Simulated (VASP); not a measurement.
# Mo (Im-3m) in VASP: a series of runs, part 2 of 2

VASP 6.6.1. Earlier steps stand in the parts before.

## (3) Single point, PBE (grid = ENCUT=340 dk=0.35 cell=2x2x1 ISMEAR=1 SIGMA=0.1 LREAL=Auto EDIFF=1e-06)

INCAR reads:

```
ALGO = Fast
EDIFF = 1E-6
ENCUT = 340
GGA = PE
ISIF = 2
ISMEAR = 1
LASPH = T
LCHARG = F
LREAL = Auto
LWAVE = F
NBANDS = 29
NELM = 120
PREC = Accurate
SIGMA = 0.1
```

KPOINTS reads:

```
k-points
0
Gamma
  9 9 9
```

POSCAR reads:

```
Mo
1.0
   -3.1676179438      3.1676179438      3.1676179438
    3.1676179438     -3.1676179438      3.1676179438
    1.5838089719      1.5838089719     -1.5838089719
Mo
3
Direct
    0.0000000000      0.5000000000      0.0000000000
    0.5000000000      0.0000000000      0.0000000000
    0.5000000000      0.5000000000      0.0000000000
```

Potentials or basis: VASP PAW PBE potentials, release 64 (Mo_sv).

Launch:

```
> cat potpaw_PBE.64/Mo_sv/POTCAR > POTCAR
> mpirun -np 1 vasp_std > vasp.out
```

OUTCAR:

```text
EDIFF = 1E-6
   ENCUT = 340
   GGA = PE
   ISIF = 2
   ISMEAR = 1
   LASPH = T
   LREAL = Auto
   NELM = 120
   PREC = Accurate

 Found     85 irreducible k-points:

 Following reciprocal coordinates:
            Coordinates               Weight
  0.000000  0.000000  0.000000      1.000000
  0.111111  0.000000  0.000000      6.000000
  0.222222  0.000000  0.000000      6.000000
  0.333333  0.000000  0.000000      6.000000
  0.444444  0.000000  0.000000      6.000000
  0.111111  0.111111  0.000000      6.000000
   k-points           NKPTS =     85   k-points in BZ     NKDIM =     85   number of bands    NBANDS=     29
   number of dos      NEDOS =    301   number of ions     NIONS =      3
   total plane-waves  NPLWV =  20736
   dimension x,y,z NGX =    36 NGY =   36 NGZ =   16
   dimension x,y,z NGXF=    72 NGYF=   72 NGZF=   32
   ions per type =               3
   NGX,Y,Z   is equivalent  to a cutoff of  10.91, 10.91,  9.70 a.u.
   NGXF,Y,Z  is equivalent  to a cutoff of  21.82, 21.82, 19.39 a.u.
 SYSTEM =  unknown system
   PREC   = accura    normal or accurate (medium, high low for compatibility)
   ISTART =      0    job   : 0-new  1-cont  2-samecut
   ICHARG =      2    charge: 1-file 2-atom 10-const
   ISPIN  =      1    spin polarized calculation?
   LNONCOLLINEAR =      F non collinear calculations
   LSORBIT =      F    spin-orbit coupling
   LASPH  =      T    aspherical Exc in radial PAW
   ENCUT  =  340.0 eV  24.99 Ry    5.00 a.u.   8.25  8.25  4.12*2*pi/ulx,y,z
   NELM   =    120;   NELMIN=  2; NELMDL= -5     # of ELM steps
   EDIFF  = 0.1E-05   stopping-criterion for ELM
   LREAL  =      T    real-space projection
   EDIFFG = 0.1E-04   stopping-criterion for IOM
   NSW    =      0    number of steps for IOM
   IBRION =     -1    ionic relax: 0-MD 1-quasi-New 2-CG
   NFREE  =      0    steps in history (QN), initial steepest desc. (CG)
   ISIF   =      2    stress and relaxation
   ISYM   =      2    0-nonsym 1-usesym 2-fastsym
   POTIM  = 0.5000    time-step for ionic-motion
   TEBEG  =    0.0;   TEEND  =   0.0 temperature during run
   PSTRESS=    0.0 pullay stress
   NELECT =      42.0000    total number of electrons
   NUPDOWN=      -1.0000    fix difference up-down
   EMIN   =  10.00;   EMAX   =-10.00  energy-range for DOS
   EFERMI =   0.00;   METHOD = LEGACY
   ISMEAR =     1;   SIGMA  =   0.10  broadening in eV -4-tet -1-fermi 0-gaus
   EFERMI_NEDOS =   21; number of points for ismear=-14 and -15
   IALGO  =     68    algorithm
   IMIX   =      4    mixing-type and parameters
     AMIX     =   0.40;   BMIX     =  1.00
     AMIX_MAG =   1.60;   BMIX_MAG =  1.00
  volume/ion in A,a.u.               =      21.19       142.99
  Fermi-wavevector in a.u.,A,eV,Ry     =   1.425876  2.694515 27.662315  2.033123
  Thomas-Fermi vector in A             =   2.546213
   LORBIT       =      0    0 simple, 1 ext, 2 COOP (PROOUT), +10 PAW based schemes
   GGA     = PE    functional components
   LHFCALC =     F    Hartree Fock is set to
   AEXX    =    0.0000 exact exchange contribution
   IVDW    =     0    specifies the selected vdW correction
   LEPSILON=     F    determine dielectric tensor
   LRPA    =     F    only Hartree local field effects (RPA)
 non-spin polarized calculation
 RMM-DIIS sequential band-by-band and
 Methfessel and Paxton  Order N= 1 SIGMA  =   0.10
  energy-cutoff  :      340.00
  volume of cell :       63.57
 maximum number of plane-waves:       927
 NGX is ok and might be reduce to    36
   NGX = 17   NGY = 17   NGZ =  9

 number of electron      42.0000010 magnetization

 Free energy of the ion-electron system (eV)
  ---------------------------------------------------
  ext. energy  EPLUGINS =         0.00000000
  ---------------------------------------------------
  free energy    TOTEN  =       -29.60704156 eV

  energy without entropy =      -29.60568528  energy(sigma->0) =      -29.60658946

 E-fermi :   7.9944     XC(G=0): -11.4477

 val. band max:        7.9935695813   @ k =   0.3333   0.3333   0.4444
 cond. band min:       8.0004925734   @ k =   0.2222  -0.0000   0.4444
 fundamental gap:      0.0069229920
 Fermi energy:         7.9944366104

 k-point     1 :       0.0000    0.0000    0.0000
  band No.  band energies     occupation
      1     -53.0072      2.00000
      2     -52.8233      2.00000
      3     -52.8233      2.00000
      4     -27.6715      2.00000
      5     -27.2980      2.00000
      6     -27.2980      2.00000
[... 21 lines left out ...]
     28      11.0296      0.00000
     29      11.0303      0.00000
[... 129 lines left out ...]
 k-point     6 :       0.1111    0.1111    0.0000
  band No.  band energies     occupation
      1     -52.9929      2.00000
      2     -52.8378      2.00000
      3     -52.8233      2.00000
      4     -27.5947      2.00000
      5     -27.2853      2.00000
      6     -27.2365      2.00000
[... 21 lines left out ...]
     28      10.5789      0.00000
     29      11.2361      0.00000

 [... further k-points ...]

------------------------ aborting loop because EDIFF is reached ----------------------------------------

  FORCE on cell =-STRESS in cart. coord.  units (eV):
  Direction    XX          YY          ZZ          XY          YZ          ZX
  --------------------------------------------------------------------------------------
  -------------------------------------------------------------------------------------
  Total       -6.6408340     -6.6408340     -6.6408340     -0.6129448      0.6129448      0.6129448
  in kB     -167.3804873   -167.3804873   -167.3804873    -15.4491128     15.4491128     15.4491128
  external PRESSURE =    -167.3804873 kB  Pullay stress =       0.0000000 kB

 VOLUME and BASIS-vectors are now :
 -----------------------------------------------------------------------------
  energy-cutoff  :      340.00
  volume of cell :       63.57
      direct lattice vectors                 reciprocal lattice vectors
    -3.167617944  3.167617944  3.167617944     0.000000000  0.157847319  0.157847319
     3.167617944 -3.167617944  3.167617944     0.157847319  0.000000000  0.157847319
     1.583808972  1.583808972 -1.583808972     0.315694638  0.315694638  0.000000000

 POSITION                                       TOTAL-FORCE (eV/Angst)
 -----------------------------------------------------------------------------------
      1.58381     -1.58381      1.58381         0.000000     -0.000000     -0.000000
     -1.58381      1.58381      1.58381         0.000000     -0.000000     -0.000000
      0.00000      0.00000      3.16762        -0.000000      0.000000      0.000000
 -----------------------------------------------------------------------------------
    total drift:                               -0.000000     -0.000000      0.000000

  FREE ENERGIE OF THE ION-ELECTRON SYSTEM (eV)
  ---------------------------------------------------
  free  energy   TOTEN  =       -29.6070415571 eV

  energy  without entropy=      -29.6056852754  energy(sigma->0) =      -29.60658946
```

OSZICAR:

```text
N       E                     dE             d eps       ncg     rms          rms(c)
DAV:   1     0.363207934290E+03    0.36321E+03   -0.22297E+04  5442   0.107E+03
DAV:   2    -0.216996387786E+02   -0.38491E+03   -0.37452E+03  5662   0.393E+02
DAV:   3    -0.313320413331E+02   -0.96324E+01   -0.93053E+01  6087   0.595E+01
DAV:   4    -0.314609465100E+02   -0.12891E+00   -0.12842E+00  5558   0.585E+00
DAV:   5    -0.314627133876E+02   -0.17669E-02   -0.17663E-02  5674   0.636E-01    0.170E+01
RMM:   6    -0.297826738931E+02    0.16800E+01   -0.33893E+00  4932   0.118E+01    0.493E+00
RMM:   7    -0.296066929240E+02    0.17598E+00   -0.14805E+00  5223   0.627E+00    0.187E+00
RMM:   8    -0.296062362819E+02    0.45664E-03   -0.14964E-01  5616   0.236E+00    0.559E-01
RMM:   9    -0.296065781923E+02   -0.34191E-03   -0.41371E-02  6418   0.853E-01    0.104E-01
RMM:  10    -0.296070582491E+02   -0.48006E-03   -0.63531E-03  6679   0.326E-01    0.670E-02
RMM:  11    -0.296070814389E+02   -0.23190E-04   -0.67120E-04  6617   0.120E-01    0.489E-02
RMM:  12    -0.296070416824E+02    0.39757E-04   -0.31417E-04  5693   0.968E-02    0.244E-02
RMM:  13    -0.296070404854E+02    0.11970E-05   -0.43924E-05  6372   0.324E-02    0.128E-02
RMM:  14    -0.296070406312E+02   -0.14586E-06   -0.12310E-05  5590   0.173E-02    0.264E-03
RMM:  15    -0.296070416945E+02   -0.10632E-05   -0.27696E-06  4394   0.676E-03    0.104E-03
RMM:  16    -0.296070415571E+02    0.13742E-06   -0.44715E-07  3601   0.300E-03
   1 F= -.29607042E+02 E0= -.29606589E+02  d E =-.135628E-02
```

stdout:

```text
POSCAR found type information on POSCAR Mo
 POSCAR found :  1 types and       3 ions
 scaLAPACK will be used
 -----------------------------------------------------------------------------
|                                                                             |
|                                                                             |
|     You have a (more or less) 'small supercell' and for smaller cells       |
|     it is recommended to use the reciprocal-space projection scheme!        |
|     The real-space optimization is not efficient for small cells and it     |
|     is also less accurate ...                                               |
|     Therefore, set LREAL=.FALSE. in the INCAR file.                         |
|                                                                             |
 -----------------------------------------------------------------------------

 LDA part: xc-table for (Slater+PW92), standard interpolation
 POSCAR, INCAR and KPOINTS ok, starting setup
 FFT: planning ... GRIDC
 FFT: planning ... GRID_SOFT
 FFT: planning ... GRID
 WAVECAR not read
 entering main loop
```

Run time: 92 s. Hardware: 1 thread of Intel Xeon Platinum 8488C (Sapphire Rapids), shared host; peak memory 0.18 GiB.

The run converged, but some of its settings lie outside the range that counts as converged, so its numbers aren't taken as properties of the crystal.

Results:

| Quantity | Value |
| --- | --- |
| Free energy | -29.6070 eV |
| Pressure | -16.7 GPa |
| Band gap on the k mesh | none (metal or under the smearing width) |

## (4) The reference run

An earlier run on the cell as given: functional PBE; potentials or basis VASP PAW PBE potentials, release 64 (Mo_sv); cutoff 520 eV; k mesh 12 × 12 × 12; occupations fermi-dirac, width 0.05 eV; no spin polarisation.

- Pressure: -1.4 GPa
- Band gap on the k mesh: none (metal or under the smearing width)
